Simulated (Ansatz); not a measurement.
# Zr (P6_3/mmc), an elastic constant from a strain scan

All numbers below come from Ansatz, DFT PBE, scalar-relativistic, plane waves, PAW. The runs took a 420 eV cutoff, a Γ-centred 18×18×10 mesh and Gaussian smearing (0.15 eV). No spin polarisation. Energies are free energies at this smearing, counted from the undisturbed cell; pressure is positive in compression.

The starting cell (as given, not relaxed at this level; it stands at 0.5 GPa):

```
Zr
1.0
     3.23200    0.00000    0.00000
    -1.61600    2.79899    0.00000
     0.00000    0.00000    5.14700
Zr
2
Direct
  0.33333 0.66667 0.25000
  0.66667 0.33333 0.75000
```

The cell is strained by ε times the Voigt pattern (1, 0, 0, 0, 0, 0) (xx, yy, zz, yz, xz, xy; engineering shear) with fractional coordinates fixed. The cell holds 2 atoms in V0 = 46.56 Å³. The stress column is τ = (1/V0) dE/dε, got from the stress tensor σ (compression positive) at each point as −det(1 + εP) σ : P(1 + εP)⁻¹, with P the pattern as a tensor.

```csv
ε,ΔE (meV/atom),τ (GPa)
-0.0400,?,?
-0.0200,5.503,-3.534
0.0000,0.000,-0.304
0.0100,0.652,1.188
0.0300,8.129,3.892
```

**Question.** Which combination of elastic constants does this scan measure, and how large is it?

**Answer.** For small ε, τ = τ0 + Kε with K = pᵀCp, which for this pattern is C11 in the Cartesian frame shown. The parabola through τ at ε = -0.0200, 0 and 0.0100 has slope K = 153 GPa at zero. The energies per cell, E = NΔE, of the same two points give K = 2[E(ε₊)/ε₊ − E(ε₋)/ε₋]/[(ε₊ − ε₋)V0] = 156 GPa, in agreement. These are clamped-ion values.

**Question.** Predict the withheld row at ε = -0.0400 from the harmonic law, and compare.

**Answer.** ΔE = V0(τ0 ε + Kε²/2)/N = 19.587 meV/atom and τ = -6.44 GPa. The calculation gives 20.779 meV/atom and -7.01 GPa: the energy lies 6 % above the harmonic value, as bonds stiffen under compression.

Forces appear on the atoms along this scan, and letting them relax would lower the energy and soften the response. In a metal these slopes depend on the k mesh and the smearing.